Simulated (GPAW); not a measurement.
Runs of GPAW 26.7.0 on Cu. Symmetry: Fm-3m, No. 225, cubic system. The conventional cell has a = 3.615 Å, b = 3.615 Å, c = 3.615 Å, α = 90.00°, β = 90.00°, γ = 90.00°. Cu (site symmetry m-3m) is surrounded by 12 Cu at 2.56 Å. 

```tsv
task	level	potentials or basis	cell	k mesh	cutoff (eV)	smearing	optimizer	fmax	max steps	convergence	band path	grid spacing	gap on the mesh (eV)	pressure (GPa)	V0 of scaled cells (Å³/atom)	B0 (GPa)
single point	PBE	GPAW PAW data sets (gpaw-data 1.2.1), pw	as given	13 × 13 × 13	600	gaussian 0.014 eV	-	-	-	-	-	-	none	3.1	-	-
equation of state	PBEint	PAW data sets generated in the run's folder for this functional, pw	as given	13 × 13 × 13	600	fermi-dirac 0.05 eV	-	-	-	-	-	-	-	-	11.65	(b)
relaxation of cell and atoms	PBEsol+D3(BJ)+ATM	PAW data sets generated in the run's folder for this functional, pw	relaxed	13 × 13 × 13	600	fermi-dirac 0.05 eV	BFGS	0.02 eV/Å	60	density=1e-05 forces=0.0001	-	-	none	0.0	-	-
equation of state	revPBE+D3	the program's PAW data sets (release 1.2.1) made for this functional, pw	as given	13 × 13 × 13	600	fermi-dirac 0.05 eV	-	-	-	-	-	-	-	-	11.16	(a)
band structure	PBEsol	PAW data sets generated in the run's folder for this functional, pw	as given	13 × 13 × 13	600	fermi-dirac 0.05 eV	-	-	-	-	GXWKGLUWLK,UX	-	-	-4.7	-	-
band structure	PW91	PAW data sets generated in the run's folder for this functional, pw	as given	13 × 13 × 13	600	fermi-dirac 0.05 eV	-	-	-	-	GXWKGLUWLK,UX	-	-	2.9	-	-
density of states	vdW-DF	GPAW PAW data sets (gpaw-data 1.2.1), lcao:dzp	as given	13 × 13 × 13	-	fermi-dirac 0.05 eV	-	-	-	-	-	0.16 Å	none	-	-	-
qha	WC	PAW data sets generated in the run's folder for this functional, pw	relaxed	8 × 8 × 8	510	fermi-dirac 0.05 eV	-	-	-	density=1e-06 eigenstates=1e-09	-	-	none	0.1	-	-
```

Alike in all rows: no spin polarisation.

Fill in the values left out.

(a) 166; (b) 155.

Caveats: later steps reuse the first step's grids (some runs); pairwise dispersion overbinds metals, which lowers pressure and volume (some runs); the real-space grid adds noise to forces (some runs); the PAW data sets were made with another functional, which shifts forces and pressure a little (some runs); the basis of atomic orbitals isn't converged, which shifts pressures, moduli and gaps (some runs); the cutoff is short for stress and forces, so pressures can be off by a GPa or more (some runs); the density grid can change from cell to cell, which puts small steps into energies and stress (some runs).

A k mesh can miss the band edges.

A gap of «none» marks a metal or a gap under the smearing width.

Not every run made on this cell is shown here.
